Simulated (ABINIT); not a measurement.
A run of ABINIT 10.8.3 (patched build) is set up as follows.

run.abi

```
ndtset 2

pp_dirpath "./"
pseudos "Sc.GGA_PBE-JTH.xml, Al.GGA_PBE-JTH.xml"

acell 3*1.0 Angstrom
rprim
     4.0878065700     0.0000000000     0.0000000000
     0.0000000000     4.0878065700     0.0000000000
     0.0000000000     0.0000000000     4.0878065700
ntypat 2
znucl 21 13
natom 4
typat 1 2 2 2
xred
     0.0000000000     0.0000000000     0.0000000000
     0.5000000000     0.5000000000     0.0000000000
     0.0000000000     0.5000000000     0.5000000000
     0.5000000000     0.0000000000     0.5000000000

ecut 544.227725 eV
pawecutdg 40.0

ixc 15

occopt 3
tsmear 0.05 eV

nstep 100

iomode 3
prtwf 0
prteig 0
prtebands 0
enunit 1
prtden1 1

kptopt1 1
ngkpt1 7 7 7
nshiftk1 1
shiftk1 0.0 0.0 0.0
nband1 14
tolvrs1 1.0e-9

iscf2 -2
getden2 1
nband2 18
nbdbuf2 2
tolwfr2 1.0e-12
kptopt2 -5
ndivsm2 8
prteig2 1
prtvol2 -3
kptbounds2
     0.0000000000     0.0000000000     0.0000000000
     0.0000000000     0.5000000000     0.0000000000
     0.5000000000     0.5000000000     0.0000000000
     0.0000000000     0.0000000000     0.0000000000
     0.5000000000     0.5000000000     0.5000000000
     0.0000000000     0.5000000000     0.0000000000
```

Potentials or basis: JTH PAW PBE v2.0.

The run is started by

```bash
$ abinit run.abi > log 2>&1
```

Predict the band gap on the k mesh.

none (metal or under the smearing width).

Estimate the pressure.

2.9 GPa.

Levels at the corners of the path, in eV from the Fermi level:
| point | band 8 | band 9 | band 10 | band 11 | band 12 | band 13 |
| --- | --- | --- | --- | --- | --- | --- |
| Γ | -1.74 | -1.74 | -1.74 | 1.32 | 1.39 | 1.39 |
| X | -1.63 | -1.39 | 1.03 | 1.07 | 1.07 | 1.41 |
| M | -4.28 | -0.44 | -0.44 | 1.28 | 1.48 | 2.19 |
| Γ | -1.74 | -1.74 | -1.74 | 1.32 | 1.39 | 1.39 |
| R | -4.39 | -2.89 | -2.89 | -2.89 | 1.04 | 2.73 |
| X | -1.63 | -1.39 | 1.03 | 1.07 | 1.07 | 1.41 |

Caveat: the PAW data sets were made with another functional, which shifts forces and pressure a little.
